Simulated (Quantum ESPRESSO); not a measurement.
A run of Quantum ESPRESSO 7.5:

pw.in

```
&CONTROL
  calculation = 'scf'
  prefix = 'pwscf'
  outdir = './tmp'
  pseudo_dir = './pseudo'
  tprnfor = .true.
  tstress = .true.
  disk_io = 'low'
/
&SYSTEM
  ibrav = 0
  nat = 2
  ntyp = 2
  ecutwfc = 86
  nbnd = 22
  occupations = 'smearing'
  smearing = 'fd'
  degauss = 0.00367493
  vdw_corr = 'grimme-d3'
  dftd3_version = 4
  dftd3_threebody = .false.
/
&ELECTRONS
  conv_thr = 4d-10
  electron_maxstep = 120
  mixing_beta = 0.5
/
ATOMIC_SPECIES
Pb   207.2000 Pb.upf
Se    78.9710 Se.upf
CELL_PARAMETERS angstrom
   0.0000000000    3.0606500000    3.0606500000
   3.0606500000    0.0000000000    3.0606500000
   3.0606500000    3.0606500000    0.0000000000
ATOMIC_POSITIONS crystal
Pb     0.0000000000    0.0000000000    0.0000000000
Se     0.5000000000    0.5000000000    0.5000000000
K_POINTS automatic
6 6 6 1 1 1
```

File relax.in:

```
&CONTROL
  calculation = 'vc-relax'
  prefix = 'pwscf'
  outdir = './tmp'
  pseudo_dir = './pseudo'
  tprnfor = .true.
  tstress = .true.
  disk_io = 'low'
  nstep = 40
  forc_conv_thr = 0.0001
  etot_conv_thr = 1d-06
/
&SYSTEM
  ibrav = 0
  nat = 2
  ntyp = 2
  ecutwfc = 86
  nbnd = 22
  occupations = 'smearing'
  smearing = 'fd'
  degauss = 0.00367493
  vdw_corr = 'grimme-d3'
  dftd3_version = 4
  dftd3_threebody = .false.
/
&ELECTRONS
  conv_thr = 4d-10
  electron_maxstep = 120
  mixing_beta = 0.5
/
&IONS
  ion_dynamics = 'bfgs'
/
&CELL
  cell_dynamics = 'bfgs'
  press = 0
  press_conv_thr = 0.2
/
ATOMIC_SPECIES
Pb   207.2000 Pb.upf
Se    78.9710 Se.upf
CELL_PARAMETERS angstrom
   0.0000000000    3.0606500000    3.0606500000
   3.0606500000    0.0000000000    3.0606500000
   3.0606500000    3.0606500000    0.0000000000
ATOMIC_POSITIONS crystal
Pb     0.0000000000    0.0000000000    0.0000000000
Se     0.5000000000    0.5000000000    0.5000000000
K_POINTS automatic
6 6 6 1 1 1
```

scf2.in

```
&CONTROL
  calculation = 'scf'
  prefix = 'pwscf'
  outdir = './tmp'
  pseudo_dir = './pseudo'
  tprnfor = .true.
  tstress = .true.
  disk_io = 'low'
/
&SYSTEM
  ibrav = 0
  nat = 2
  ntyp = 2
  ecutwfc = 86
  nbnd = 22
  occupations = 'fixed'
  vdw_corr = 'grimme-d3'
  dftd3_version = 4
  dftd3_threebody = .false.
/
&ELECTRONS
  conv_thr = 1d-13
  electron_maxstep = 120
  mixing_beta = 0.5
  startingpot = 'file'
  startingwfc = 'file'
/
ATOMIC_SPECIES
Pb   207.2000 Pb.upf
Se    78.9710 Se.upf
CELL_PARAMETERS angstrom
   0.0000000000    3.0668793292    3.0668793292
   3.0668793292    0.0000000000    3.0668793292
   3.0668793292    3.0668793292    0.0000000000
ATOMIC_POSITIONS crystal
Pb     0.0000000000    0.0000000000    0.0000000000
Se     0.5000000000    0.5000000000    0.5000000000
K_POINTS automatic
6 6 6 1 1 1
```

File d3hess.in:

```
&INPUT
  prefix = 'pwscf'
  outdir = './tmp'
  step = 0.001
/
```

The input ph.in:

```
phonons of PbSe
&INPUTPH
  prefix = 'pwscf'
  outdir = './tmp'
  tr2_ph = 1d-16
  fildyn = 'dyn'
  niter_ph = 60
  alpha_mix(1) = 0.7
  epsil = .true.
/
0.0000000000 0.0000000000 0.0000000000
```

File dynmat.in:

```
&INPUT
  fildyn = 'dyn'
  asr = 'crystal'
  lperm = .true.
  filout = 'dynmat.disp'
  fileig = 'dynmat.eig'
/
```

File dynmat_lo.in:

```
&INPUT
  fildyn = 'dyn'
  asr = 'crystal'
  filout = 'dynmat_lo.disp'
  fileig = 'dynmat_lo.eig'
  q(1) = 0
  q(2) = 0
  q(3) = 1
/
```

Potentials or basis: PseudoDojo 0.4.1 SR PBE standard.

Command:

```console
$ OMP_NUM_THREADS=1 pw.x -in pw.in > pw.out
$ OMP_NUM_THREADS=1 pw.x -in relax.in > relax.out
$ OMP_NUM_THREADS=1 pw.x -in scf2.in > scf2.out
$ OMP_NUM_THREADS=1 d3hess.x -in d3hess.in > d3hess.out
$ OMP_NUM_THREADS=1 ph.x -in ph.in > ph.out
$ OMP_NUM_THREADS=1 dynmat.x -in dynmat.in > dynmat.out
$ OMP_NUM_THREADS=1 dynmat.x -in dynmat_lo.in > dynmat_lo.out
```

Hardware: 1 thread of Intel(R) Xeon(R) 6975P-C (Granite Rapids) (shared host).

Task: Estimate the wall time of this run.

Result: It took 13 min on 1 thread of Intel(R) Xeon(R) 6975P-C (Granite Rapids), with other jobs on the host, peak memory 0.13 GiB. Counts: scf iterations 52, k pools 1, bands 22, ion steps 5, k points 28, g dense 41655.
